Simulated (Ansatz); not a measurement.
The system is MnS.

```
CELL_PARAMETERS angstrom
0.00000 2.60450 2.60450
2.60450 0.00000 2.60450
2.60450 2.60450 0.00000
ATOMIC_POSITIONS crystal
Mn 0.00000 0.00000 0.00000
S 0.50000 0.50000 0.50000
```

Base run:

```yaml
Program: Ansatz 0.2.0
Functional: PBE
Potentials_or_basis: all-electron LAPW, scalar-relativistic
Cutoff: 217 eV (chosen from the basis error)
Basis_error_allowed: 0.001 eV/atom
k_mesh: 9 × 9 × 9
Occupations: gaussian, width 0.015 eV
Spin: collinear spin, ferromagnetic start
Starting_moments: "[4.0, 0.0] μB"
```

Its results: pressure -2.8 GPa; net moment 4.72 μB per cell; site moments Mn +4.44; S +0.15 μB.

**Question.** The run is repeated on the same cell with these changes: functional from PBE to LDA; occupations from gaussian, width 0.015 eV to fermi-dirac, width 0.05 eV. What comes out?

**Answer.** Pressure -11.6 GPa; net moment 4.57 μB per cell; site moments Mn +4.29; S +0.14 μB.

Caveats: a cell with one magnetic atom can't hold antiferromagnetic order, which such compounds often take.
